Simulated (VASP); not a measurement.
Set up this calculation in VASP 6.6.1, as the native input.

* Task: single point
* Functional: r2SCAN
* Potentials or basis: VASP PAW PBE potentials, release 64 (B)
* Cutoff: 520 eV
* k mesh: 16 × 9 × 7
* Occupations: fermi-dirac, width 0.05 eV
* Spin: no spin polarisation
* Further INCAR settings: ALGO = Normal; EDIFF = 1e-07; NBANDS = 10

The structure of B lies in POSCAR:

```
B
1.0
    1.6245600000      0.0000000000      0.0000000000
    0.0000000000      2.8661500000      0.0000000000
    0.0000000000      0.0000000000      3.9144000000
B
2
Direct
    0.0000000000      0.5000000000      0.6092600000
    0.5000000000      0.0000000000      0.3907400000
```

The cell was built by a generator and needn't be a form met in nature.

One way to write it, as run:

INCAR

```
SYSTEM = B
PREC     = Accurate       ! precision mode
ENCUT    = 520            ! plane-wave cutoff, eV
EDIFF    = 1E-7           ! SCF threshold, eV
ISMEAR   = -1             ! smearing method
SIGMA    = 0.05           ! smearing width, eV
LREAL    = .False.        ! projectors in reciprocal space
LASPH    = .True.         ! aspherical terms in the spheres
NELM     = 80             ! most SCF steps
ALGO     = Normal         ! electronic algorithm
ISIF     = 2              ! what is computed and relaxed
LWAVE    = .False.        ! write WAVECAR
LCHARG   = .True.         ! write CHGCAR
METAGGA  = R2SCAN         ! meta-GGA
LMIXTAU  = .True.       
LELF     = .True.         ! ELF
LVHAR    = .True.       
NBANDS   = 10             ! bands
```

KPOINTS

```
regular mesh
0
Gamma
  16 9 7
  0 0 0
```

Potentials or basis: VASP PAW PBE potentials, release 64 (B).

Run with:

```console
$ cat potpaw_PBE.64/B/POTCAR > POTCAR
$ mpirun -np 1 vasp_std > vasp.out
```

It gave:

| Quantity | Value |
| --- | --- |
| Pressure | -1.3 GPa |
| Largest force | 0.043 eV/Å |
| Band gap on the k mesh | none (metal or under the smearing width) |

Caveat: the PAW data sets were made with another functional, which shifts forces and pressure a little.

Run time: 43 s on 1 thread of Intel(R) Xeon(R) 6975P-C (Granite Rapids) (shared host), peak memory 0.14 GiB.
